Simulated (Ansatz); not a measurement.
# Ti (P6/mmm) in Ansatz: a series of runs

The runs below take Ti through single point, with PBEsol+U.

Everything below comes from runs of Ansatz 0.2.0. Logs are shortened: lines on timing, memory, paths and dates and some standing lists are left out, and cuts for length are marked.

## (1) Starting point

The structure is hexagonal, space group P6/mmm (No. 191). Conventional cell: a = 4.567 Å, b = 4.567 Å, c = 2.826 Å, α = 90.00°, β = 90.00°, γ = 120.00°. Ti (site symmetry -6m2) has 11 Ti at 2.64 to 2.99 Å as nearest neighbours. Ti (site symmetry 6/mmm) has 14 Ti at 2.83 to 2.99 Å as nearest neighbours.

This isn't the form of Ti at room conditions, which is hcp.

## (2) Single point, PBEsol+U

input.yaml

```yaml
crystal:
  lattice:
    - [4.5673748306, 0.0, 0.0]
    - [-2.2836874153, 3.9554626319, 0.0]
    - [0.0, 0.0, 2.82624427]
  atoms:
    - { symbol: Ti, position: [0.6666666667, 0.3333333333, 0.5] }
    - { symbol: Ti, position: [0.3333333333, 0.6666666667, 0.5] }
    - { symbol: Ti, position: [0.0, 0.0, 0.0] }
hamiltonian:
  xc: pbesol
  pseudopotentials: { kind: paw }
  hubbard: { sites: [{ species: Ti, l: d, u_eff: 4.0 }] }
kpoints:
  mp_grid: { grid: [7, 7, 9] }
scf:
  occupations: { method: fermi_dirac, width: 0.05 }
output:
  forces: true
  stress: true
  eigenvalues: true
```

Potentials or basis: Ansatz PAW.

The run is started by

```sh
$ ansatz run input.yaml --threads 2 --pin off --max-ram 5632MiB --backend cpu --events-out ev --progress --plain --runs-dir out
```

What it wrote:

```text
Warning: RAYON_NUM_THREADS=2 ignored (pool sized by the plan → 2); use --threads N
Ti: projections on atomic orbitals take those of the free atom [Ne] 3s2 3p6 3d2 4s2, of charge +0.00 (hamiltonian.pseudopotentials.projection_atoms); the dataset's partial waves leave at most 4.1e-7 of an orbital's norm unspanned inside its sphere
Engine: ansatz 0.2.0, aarch64-unknown-linux-gnu
Pseudopotentials: kind: paw
Pseudopotential: Ti, paw, valence charge 12, recommended cutoff 420 eV (normal), Ti.paw.azcp
Functional definition: PBEsol
  exchange = pbesol_x
  correlation = pbesol_c
Crystal: 3 atoms, lattice volume = 51.059 Å³
Basis set: ecut = 420 eV, 975 PW (Γ), exchange–correlation on 64×64×40 points (8 copies of the dense FFT grid, shifted against one another)
Bands: 22, of which v1, the nominal top of the filled ones, is band 18 counted from 1 (17 counted from 0)
Symmetry: 24 space group operations
Space group: P6/mmm (ITA 191), of the structure as read, at distance tolerance 3.7e-5 Å
k-points: 40 of 441
Non-local potential: Ti, projectors of the file, l = 0: 3, l = 1: 2, l = 2: 3, l = 3: 1
PAW form: soft (Blöchl's): semilocal exchange-correlation on the pseudo side does not see the compensation charge
PAW frozen core: Ti, regenerated for the run's functional, and the local potential with it (the file was generated under x = pbe(κ = 0.804, μ = 0.2195149727645171), c = pbe(β = 0.06672455060314922))
PAW one-centre angular grid: Ti, 590 points (default); XC on 64 Gauss nodes
Initial density: superposition of atomic densities (chi_scale 0.1, normalization cell)
Initial wavefunctions: pseudopotential atomic-orbital guess
Functional: x = pbesol(κ = 0.804, μ = 0.12345679012345678), c = pbesol(β = 0.046)
SCF iter   1: F=—  HF=-7409.942985 eV  |F-HF|=—  |Δ(HF+E_count)|=         —  Δρ=8.28e-2  dr2=3.89e0  ethr=3.10e-3  ⟨swp⟩=4.1  Hψ=3120  notcnv=0
preconditioner: auto → none  [metal: Δε(μ)=0.049 eV  Ē_g=3.035 eV  σ=0.050 eV  W_gap=0.24  n_scr=8 (ndim 8)  ℏωp=18.0 eV  f_vac=0.000  D(μ)=1.71/eV (n_scr^D=8)  sad-step TF]
SCF iter   2: F=—  HF=-7409.130444 eV  |F-HF|=—  |Δ(HF+E_count)|=   8.13e-1  Δρ=2.95e-2  dr2=4.96e-1  ethr=3.10e-3  ⟨swp⟩=3.0  Hψ=2248  notcnv=0
SCF iter   3: F=—  HF=-7409.186393 eV  |F-HF|=—  |Δ(HF+E_count)|=   5.59e-2  Δρ=5.24e-3  dr2=5.58e-3  ethr=1.38e-3  ⟨swp⟩=2.3  Hψ=1270  notcnv=0
SCF iter   4: F=—  HF=-7409.216972 eV  |F-HF|=—  |Δ(HF+E_count)|=   3.06e-2  Δρ=3.26e-3  dr2=7.98e-3  ethr=1.55e-5  ⟨swp⟩=2.1  Hψ=2051  notcnv=0
SCF iter   5: F=—  HF=-7409.270321 eV  |F-HF|=—  |Δ(HF+E_count)|=   5.33e-2  Δρ=2.68e-2  dr2=7.82e-1  ethr=1.55e-5  ⟨swp⟩=3.2  Hψ=2112  notcnv=0  recentre
SCF iter   6: F=—  HF=-7409.219005 eV  |F-HF|=—  |Δ(HF+E_count)|=   5.13e-2  Δρ=1.50e-3  dr2=1.41e-3  ethr=1.55e-5  ⟨swp⟩=3.2  Hψ=2083  notcnv=0
SCF iter   7: F=—  HF=-7409.220421 eV  |F-HF|=—  |Δ(HF+E_count)|=   1.42e-3  Δρ=6.27e-4  dr2=2.00e-4  ethr=3.93e-6  ⟨swp⟩=2.0  Hψ=1168  notcnv=0
SCF iter   8: F=—  HF=-7409.220822 eV  |F-HF|=—  |Δ(HF+E_count)|=   4.01e-4  Δρ=1.28e-4  dr2=7.78e-6  ethr=5.57e-7  ⟨swp⟩=2.2  Hψ=1645  notcnv=0
SCF iter   9: F=—  HF=-7409.220827 eV  |F-HF|=—  |Δ(HF+E_count)|=   5.38e-6  Δρ=6.80e-5  dr2=3.83e-6  ethr=2.16e-8  ⟨swp⟩=2.0  Hψ=1571  notcnv=0
SCF iter  10: F=—  HF=-7409.220827 eV  |F-HF|=—  |Δ(HF+E_count)|=   1.44e-7  Δρ=2.79e-5  dr2=6.71e-7  ethr=1.06e-8  ⟨swp⟩=2.0  Hψ=1032  notcnv=0
SCF iter  11: F=-7409.220827 eV  HF=-7409.220827 eV  |F-HF|=2.57e-8  |Δ(HF+E_count)|=   1.92e-8  Δρ=6.35e-6  dr2=3.67e-8  ethr=2.78e-10  ⟨swp⟩=3.3  Hψ=3068  notcnv=0
SCF 1 converged in 11 iterations: F = -7409.220827 eV  dr2 = 3.67e-8
SCF converged after 11 iterations
Free energy (F): -7409.220827 eV
Harris-Foulkes:  -7409.220827 eV  (|F-HF|=2.57e-8)
Internal energy: -7409.204518 eV  (E = F + TS)
E sigma→0 (E₀):  -7409.212673 eV
Entropy (-TS):   -0.016310 eV (-5.437 meV/atom)
Fermi energy:    14.035281 eV
--- Per-component energies (eV) ---
  E_band       = -463.245307
  E_kinetic    = 815.483326
  E_local      = -2403.508693  (includes V_loc(G=0)·N_el)
  E_nonlocal   = 25.294326
  E_hartree    = 983.188640
  E_xc         = -290.465075
  E_vxc        = -364.974633  (∫ρ·V_xc dr)
  E_hubbard    = 12.318916  (on-site DFT+U / exact-exchange correction)
  E_vhub       = 6.972310  (the Hubbard potential's part of the band-sum identity)
  E_paw        = -3065.822406  (= ΣΔE_a)
  E_vpaw       = -508.893127  (= ΣTr[D̂ρ^β])
  E_aug_tail   = 0.000342  (compensation charges beyond the density's cutoff)
  E_ewald      = -3486.112046
  E_core_change = 0.418153  (= ΣΔE_core)
  E_smearing   = -0.016310  (= −TS)
  E_closure    = 0.000000  (closes the sum)
  Σ components = -7409.220827   (vs F -7409.220827, Δ=0.00e0)
--- Forces (eV/Å), atoms counted from 1 ---
  atom   1  Ti     0.00000000    -0.00000000     0.00000000
  atom   2  Ti     0.00000000     0.00000000     0.00000000
  atom   3  Ti     0.00000000    -0.00000000     0.00000000
  max |Σ_I F_I| component: 7.40e-17 eV/Å
--- Stress (GPa, compression-positive) ---
        2.917086       0.000000       0.000000
        0.000000       2.917086       0.000000
        0.000000       0.000000       1.437462
  P = ⅓ Tr σ = 2.4239 GPa (24.239 kbar)
--- Band table (eV; the first three rows and the last of 40) ---
  k-point 0: bands = ["-43.5535", "-43.1213", "-42.9399", "-19.9661", "-19.9661", "-19.6719", "-19.6719", "-19.5264", "-19.2179", "-19.1172", "-19.0864", "-19.0864", "7.3437", "12.1851", "13.3700", "13.3700", "13.4908", "13.4908", "13.9612", "14.8401", "15.3885", "15.3885"]
  k-point 1: bands = ["-43.5471", "-43.1157", "-42.9349", "-19.9559", "-19.9559", "-19.6654", "-19.6654", "-19.5755", "-19.2771", "-19.1673", "-19.0859", "-19.0859", "7.6234", "12.3977", "13.2211", "13.2211", "13.3430", "13.3430", "14.3265", "15.0791", "15.2826", "15.2826"]
  k-point 2: bands = ["-43.5296", "-43.1003", "-42.9218", "-19.9300", "-19.9300", "-19.6994", "-19.6489", "-19.6489", "-19.4259", "-19.2934", "-19.0851", "-19.0851", "8.4202", "12.8642", "12.8719", "12.8719", "12.9599", "12.9599", "15.1922", "15.1922", "15.3498", "15.6452"]
  k-point 39: bands = ["-43.4831", "-42.9931", "-42.9626", "-20.0234", "-19.9452", "-19.9144", "-19.6019", "-19.5640", "-19.5635", "-19.4113", "-19.2905", "-19.0165", "11.5987", "12.0178", "12.5738", "12.9821", "13.0306", "13.2289", "14.2726", "14.7721", "15.1100", "15.2645"]
Occupation matrices written to <dir>
```

Run time: 2.5 s. Hardware: 2 threads of Arm Neoverse V2, shared host; peak memory 0.36 GiB.

Results:

```
Free energy            : -7409.2208 eV
Pressure               : 2.4 GPa
Band gap on the k mesh : none (metal or under the smearing width)
```

Levels at points of the mesh, in eV from the Fermi level:
```csv
k point,band 14,band 15,band 16,band 17,band 18,band 19,band 20,band 21,band 22
"(0.00, 0.00, 0.00)",-1.85,-0.67,-0.67,-0.54,-0.54,-0.07,0.80,1.35,1.35
```

Eigenvalues of the final occupation matrices:
```tsv
site	spin	trace	eigenvalues
site 1	1	1.51	0.26 0.26 0.33 0.33 0.33
site 2	1	1.51	0.26 0.26 0.33 0.33 0.33
site 3	1	1.39	0.22 0.22 0.23 0.36 0.36
```

Caveat: U without spin polarisation on a metal has little footing; the PAW data sets come from PBE, with cores solved anew for the run's functional, which leaves a small shift of forces and pressure; the U is typed as a test and isn't derived for this compound.

## (3) Single point, PBEsol+U

Edit input.yaml of step 2 so:

```diff
@@ -12,3 +12,3 @@
   pseudopotentials: { kind: paw }
-  hubbard: { sites: [{ species: Ti, l: d, u_eff: 4.0 }] }
+  hubbard: { sites: [{ species: Ti, l: d, u_eff: 5.0 }] }
 kpoints:
@@ -21 +21,5 @@
   eigenvalues: true
+  write_density: true
+  write_potential: true
+  elf: true
+  volumetric_format: npy
```

Potentials or basis: Ansatz PAW.

The run is started by

```sh
$ ansatz run input.yaml --threads 2 --pin off --max-ram 5632MiB --backend cpu --events-out ev --progress --plain --runs-dir out
```

Run time: 3.3 s. Hardware: 2 threads of Arm Neoverse V2, shared host; peak memory 0.36 GiB.

It converged, with:

```yaml
Free_energy: -7406.1593 eV
Pressure: 4.5 GPa
Band_gap_on_the_k_mesh: none (metal or under the smearing width)
```

Stress tensor (GPa, compression positive):
```
5.44 0.00 0.00
0.00 5.44 0.00
0.00 0.00 2.76
```

Levels at points of the mesh, in eV from the Fermi level:
```tsv
k point	band 15	band 16	band 17	band 18	band 19	band 20	band 21	band 22
(0.00, 0.00, 0.00)	-0.67	-0.67	-0.47	-0.47	-0.13	0.94	1.40	1.40
```

Eigenvalues of the final occupation matrices:
```tsv
site	spin	trace	eigenvalues
site 1	1	1.50	0.26 0.26 0.32 0.32 0.34
site 2	1	1.50	0.26 0.26 0.32 0.32 0.34
site 3	1	1.38	0.19 0.21 0.21 0.39 0.39
```

Caveat: U without spin polarisation on a metal has little footing; the PAW data sets come from PBE, with cores solved anew for the run's functional, which leaves a small shift of forces and pressure; the U is typed as a test and isn't derived for this compound.

## (4) Single point, PBEsol+U

Edit input.yaml of step 3 so:

```diff
@@ -12,3 +12,3 @@
   pseudopotentials: { kind: paw }
-  hubbard: { sites: [{ species: Ti, l: d, u_eff: 5.0 }] }
+  hubbard: { sites: [{ species: Ti, l: d, u_eff: 6.0 }] }
 kpoints:
@@ -21,5 +21 @@
   eigenvalues: true
-  write_density: true
-  write_potential: true
-  elf: true
-  volumetric_format: npy
```

The run is started by

```sh
$ ansatz run input.yaml --threads 2 --pin off --max-ram 5632MiB --backend cpu --events-out ev --progress --plain --runs-dir out
```

Run time: 3.3 s. Hardware: 2 threads of Arm Neoverse V2, shared host; peak memory 0.36 GiB.

It converged, with:

- Free energy: -7403.1438 eV
- Pressure: 7.1 GPa
- Band gap on the k mesh: none (metal or under the smearing width)

Stress tensor (GPa, compression positive):
```
8.63 0.00 0.00
0.00 8.63 0.00
0.00 0.00 3.91
```

Levels at points of the mesh, in eV from the Fermi level:
| k point | band 16 | band 17 | band 18 | band 19 | band 20 | band 21 |
| --- | --- | --- | --- | --- | --- | --- |
| (0.00, 0.00, 0.00) | -0.62 | -0.33 | -0.33 | -0.19 | 1.20 | 1.30 |

Eigenvalues of the final occupation matrices:
```
  site  spin  trace               eigenvalues
site 1     1   1.48  0.25 0.25 0.32 0.32 0.36
site 2     1   1.48  0.25 0.25 0.32 0.32 0.36
site 3     1   1.37  0.14 0.19 0.19 0.42 0.42
```

Caveat: U without spin polarisation on a metal has little footing; the PAW data sets come from PBE, with cores solved anew for the run's functional, which leaves a small shift of forces and pressure; the U is typed as a test and isn't derived for this compound.

## (5) Overview

| U | gap on the mesh (eV) | pressure (GPa) |
| --- | --- | --- |
| Ti d U = 4 eV | none | 2.4 |
| Ti d U = 5 eV | none | 4.5 |
| Ti d U = 6 eV | none | 7.1 |

Alike in all rows: task single point; level PBEsol+U; potentials or basis Ansatz PAW; no spin polarisation; cell as given; k mesh 7 × 7 × 9; cutoff (eV) 420; smearing fermi-dirac 0.05 eV.

Every run on the cell as given and a fine mesh finds a metal.

Caveats: U without spin polarisation on a metal has little footing; the PAW data sets come from PBE, with cores solved anew for the run's functional, which leaves a small shift of forces and pressure; the U is typed as a test and isn't derived for this compound.

Total energies depend on the potentials used, so only differences within one code and one set of settings carry meaning.
